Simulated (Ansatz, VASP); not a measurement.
Two plane-wave programs on Al2O

```
Al O
1.0
     3.42223    0.00000    0.00000
     0.00000    3.42223    0.00000
     0.00000    0.00000    9.22682
Al O
4 2
Direct
  0.00000 0.00000 0.25000
  0.00000 0.00000 0.75000
  0.00000 0.50000 0.50000
  0.50000 0.00000 0.00000
  0.50000 0.50000 0.00000
  0.50000 0.50000 0.50000
```

Alike in both runs: functional PBE; k mesh 12 × 12 × 4; occupations gaussian, width 0.1 eV; no spin polarisation.

Ansatz relaxed the structure, and its values are those at the end. VASP's run is a single point on that final structure, the one shown.

```csv
,VASP,Ansatz
version,VASP 6.6.1,Ansatz 0.2.0
potentials or method,"VASP PAW PBE potentials, release 64 (Al, O)","scalar-relativistic, plane waves, PAW"
plane-wave cutoff (eV),520,420
valence electrons in the cell,24,24
```

|  | VASP | Ansatz | Ansatz less VASP |
| --- | --- | --- | --- |
| gap on the k mesh at the Fermi level (eV) | none | none | - |
| pressure (GPa) | 0.0 | 0.0 | -0.04 |

A gap of «none» marks a metal or a gap that the smearing closes. With one functional, cell and mesh, what is left measures potentials, basis and numerics.
